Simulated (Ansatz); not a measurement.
**Ansatz run, Se**

The input, for Ansatz 0.2.0 (plane waves, PAW):

```yaml
crystal:
  lattice:
    - [2.18463, 3.783891, 0.0]
    - [-2.18463, 3.783891, 0.0]
    - [0.0, 0.0, 4.957073]
  atoms:
    - { symbol: Se, position: [0.2254, 0.7746, 0.33333] }
    - { symbol: Se, position: [0.0, 0.2254, 0.66666] }
    - { symbol: Se, position: [0.7746, 0.0, 0.0] }
  symmetry: { tolerance: 0.0003 }
kpoints:
  mp_grid: { grid: [7, 7, 5], shift: [0, 0, 0] }
  band_path:
    path:
      - [0.0, 0.0, 0.0]
      - [0.5, 0.5, 0.0]
      - [0.33333333, 0.66666667, 0.0]
      - [0.0, 0.0, 0.0]
      - [0.0, 0.0, 0.5]
      - [0.5, 0.5, 0.5]
      - [0.33333333, 0.66666667, 0.5]
      - [0.0, 0.0, 0.5]
      - [0.5, 0.5, 0.5]
      - [0.5, 0.5, 0.0]
      - [0.33333333, 0.66666667, 0.5]
    npoints: 6
magnetization:
  spin_polarized: false
scf:
  occupations: { method: fermi_dirac, width: 0.0183 }
  lower_state_search: "off"
  max_iter: 200
hamiltonian:
  pseudopotentials: { kind: paw }
  xc: r2scan
basis:
  ecutwfc: 500
  fft_grid_basis: typed
output:
  forces: true
  stress: true
  eigenvalues: true
  bader: true
  populations: true
  elf: true
  write_potential: true
  volumetric_format: npy
  dos:
    e_range: [-12, 8]
    de: 0.05
    projected: { site_lists: { Se: [Se] } }
checkpoint:
  read: saved_state
```

The saved state is an earlier solution for the same cell, perhaps on another mesh. 

Output (shortened):

```
SCF iter   1: F=-16434.3649 eV  Δρ=6.00e-4  dr2=2.29e-4  dr2_τ=6.03e-5
SCF iter   2: F=-16434.3649 eV  Δρ=3.30e-4  dr2=7.28e-5  dr2_τ=8.81e-6
SCF iter   3: F=-16434.3649 eV  Δρ=4.74e-5  dr2=2.25e-6  dr2_τ=8.85e-8
SCF iter   4: F=-16434.3649 eV  Δρ=2.37e-5  dr2=2.57e-7  dr2_τ=3.88e-8
SCF iter   5: F=-16434.3649 eV  Δρ=3.34e-6  dr2=7.22e-9  dr2_τ=3.73e-10
Free energy (F): -16434.3649 eV
Harris-Foulkes:  -16434.3649 eV  (|F-HF|=1.40e-8)
Internal energy: -16434.3649 eV  (E = F + TS)
E sigma→0 (E₀):  -16434.3649 eV
Fermi energy:    7.3037 eV
--- Per-component energies (eV) ---
  E_band       = -1270.7281
  E_kinetic    = 351.9919
  E_local      = -7744.2828  (includes V_loc(G=0)·N_el)
  E_nonlocal   = -1781.7976
  E_hartree    = 3793.1713
  E_xc         = -292.6869
  E_vxc        = -314.8317  (∫ρ·V_xc dr)
  E_paw        = -5777.3809  (= ΣΔE_a)
  E_vpaw       = 616.0058  (= ΣTr[D̂ρ^β])
  E_aug_tail   = -0.0006  (compensation charges beyond the density's cutoff)
  E_vtau       = 15.8404  (kinetic-family band-sum trace: ∫τ·v_τ [+ j·A + Jᵃ·Aᵃ] dr)
  E_ewald      = -4978.0851
  E_core_change = -5.2943  (= ΣΔE_core)
  E_smearing   =  0.0000  (= −TS)
--- Forces (eV/Å), atoms counted from 1 ---
  atom   1  Se     0.0315     0.0000     0.0000
  atom   2  Se    -0.0157     0.0273     0.0000
  atom   3  Se    -0.0157    -0.0273     0.0000
--- Stress (GPa, compression-positive) ---
        0.9515       0.0000       0.0000
        0.0000       0.9515       0.0000
        0.0000       0.0000       1.7352
  P = ⅓ Tr σ = 1.2127 GPa (12.127 kbar)
--- Löwdin populations: 3 sites ---
  site symbol       q [e]
     0     Se     15.9509
     1     Se     15.9509
     2     Se     15.9509
  spilling = 0.0031 (of n_electrons = 48.0000)
--- Bader charges: 3 sites ---
  site symbol  charge [e]  shift [e]
     0     Se      0.0000     0.0000
     1     Se      0.0000     0.0000
     2     Se      0.0000     0.0000
```

Origin: a database entry at a rescaled volume.
